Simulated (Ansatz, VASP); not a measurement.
GaN: VASP beside Ansatz

The input INCAR:

```
ALGO = Normal
EDIFF = 1E-6
ENCUT = 520
GGA = PE
ISIF = 2
ISMEAR = -1
LASPH = True
LCHARG = False
LREAL = False
LWAVE = False
NBANDS = 16
NELM = 80
PREC = Accurate
SIGMA = 0.02
```

KPOINTS

```
k-points
0
Gamma
  10 10 10
```

POSCAR

```
GaN
1.0
   -0.0052712881      2.1085152370      2.1085152370
    2.1085152370     -0.0052712881      2.1085152370
    2.1032439489      2.1032439489      0.0000000000
Ga N
1 1
Direct
    0.0000000000      0.0000000000      0.0000000000
    0.5000000000      0.5000000000      0.5000000000
```

Input for Ansatz:

```yaml
crystal:
  lattice:
    - [-0.0052712881, 2.108515237, 2.108515237]
    - [2.108515237, -0.0052712881, 2.108515237]
    - [2.1032439489, 2.1032439489, 0.0]
  atoms:
    - { symbol: Ga, position: [0.0, 0.0, 0.0] }
    - { symbol: "N", position: [0.5, 0.5, 0.5] }
kpoints:
  mp_grid: { grid: [10, 10, 10] }
  band_path:
    path:
      - [0.0, 0.0, 0.0]
      - [0.5, 0.0, 0.5]
      - [0.625, 0.25, 0.625]
      - [0.375, 0.375, 0.75]
      - [0.5, 0.5, 0.5]
      - [0.5, 0.25, 0.75]
      - [0.174479, -0.177083, 0.0]
      - [0.5, 0.5, 0.0]
    npoints: 1
hamiltonian:
  xc: pbe
scf:
  occupations: { method: fermi_dirac, width: 0.02 }
  n_extra_bands: 4
output:
  forces: true
  stress: true
  eigenvalues: true
```

Change from the starting cell: shear_xy strain -0.5%.

Alike in both runs: task single point; functional PBE; k mesh 10 × 10 × 10; occupations fermi-dirac, width 0.02 eV; no spin polarisation.

|  | VASP | Ansatz |
| --- | --- | --- |
| version | VASP 6.6.1 | Ansatz 0.2.0 |
| potentials or method | VASP PAW PBE potentials, release 64 (Ga_d, N) | plane waves, PAW |
| plane-wave cutoff (eV) | 520 | 420 |
| valence electrons in the cell | 18 | 18 |

Ansatz gave:

| Quantity | Value |
| --- | --- |
| pressure (GPa) | 8.2 |
| largest component of the traceless stress (GPa) | 1.08 |

What did VASP give for the same quantities?

Pressure (GPa): 9.1; largest component of the traceless stress (GPa): 1.08.

With one functional, cell and mesh, what is left measures potentials, basis and numerics.

A k mesh can miss the band edges.
